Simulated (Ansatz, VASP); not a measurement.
**NaF (Villiaumite) in VASP and in Ansatz**

```
CELL_PARAMETERS angstrom
0.06605 2.29724 2.29724
2.29724 0.06605 2.29724
2.36329 2.36329 0.00000
ATOMIC_POSITIONS crystal
Na 0.00000 0.00000 0.00000
F 0.50000 0.50000 0.50000
```

Change from the starting cell: shear_xy strain +5.8%.

Alike in both runs: task single point; functional r2SCAN; k mesh 10 × 10 × 10; no spin polarisation.

```csv
,VASP,Ansatz
version,VASP 6.6.1,Ansatz 0.2.0
potentials or method,"VASP PAW PBE potentials, release 64 (Na_pv, F)","plane waves, PAW"
plane-wave cutoff (eV),520,500
occupations,"gaussian, width 0.01 eV",fixed
valence electrons in the cell,14,16
```

```tsv
	VASP	Ansatz	Ansatz less VASP
gap on the k mesh at the Fermi level (eV)	7.23	7.19	-0.037
pressure (GPa)	-0.6	0.0	+0.63
largest component of the traceless stress (GPa)	1.62	1.67	+0.049
```

The two sets of potentials don't hold the same shells in valence.

Caveats: the PAW data sets were made with another functional, which shifts forces and pressure a little (VASP). A k mesh can miss the band edges.
